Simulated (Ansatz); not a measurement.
# TiCo in Ansatz: the effect of functional

Crystal: TiCo.

```
Co Ti
1.0
     2.98611    0.00000    0.00000
     0.00000    2.98611    0.00000
     0.00000    0.00000    2.98611
Co Ti
1 1
Cartesian
  1.4931 1.4931 1.4931
  0.0000 0.0000 0.0000
```

The cell comes from a database or a generator and needn't be the stable form of this composition.

Alike in all runs:

- Program: Ansatz 0.2.0
- Task: projected density of states
- Potentials or basis: Ansatz PAW
- k mesh: 5 × 5 × 5
- Occupations: fermi-dirac, width 0.05 eV
- Spin: collinear spin, ferromagnetic start
- Starting moments: [2.0, 1.0] μB

```csv
functional,cutoff,pressure (GPa)
LDA,420 eV (not typed: the program's choice for these potentials),-13.3
PBE,420 eV (not typed: the program's choice for these potentials),0.2
PBEsol,420 eV (not typed: the program's choice for these potentials),-7.0
RPBE,420 eV (not typed: the program's choice for these potentials),4.8
revPBE,420 eV (not typed: the program's choice for these potentials),3.5
BLYP,420 eV (not typed: the program's choice for these potentials),5.6
r2SCAN,500 eV (not typed: the program's choice for these potentials),0.4
HSE06,420 eV (not typed: the program's choice for these potentials),5.7
PBE0,420 eV (not typed: the program's choice for these potentials),5.5
r2SCAN0,500 eV (not typed: the program's choice for these potentials),?
```

Task: What does the run with functional r2SCAN0 give?

Result: Pressure 6.6 GPa.

Caveats: all runs use coarse meshes; the density of states is complete only up to the lowest level of the last band computed; the PAW data sets come from PBE, with cores solved anew for the run's functional, which leaves a small shift of forces and pressure (some runs); the magnetic or orbital state may not be the lowest (some runs); the starting moments weren't kept (some runs); the thresholds are loose for stress (some runs).
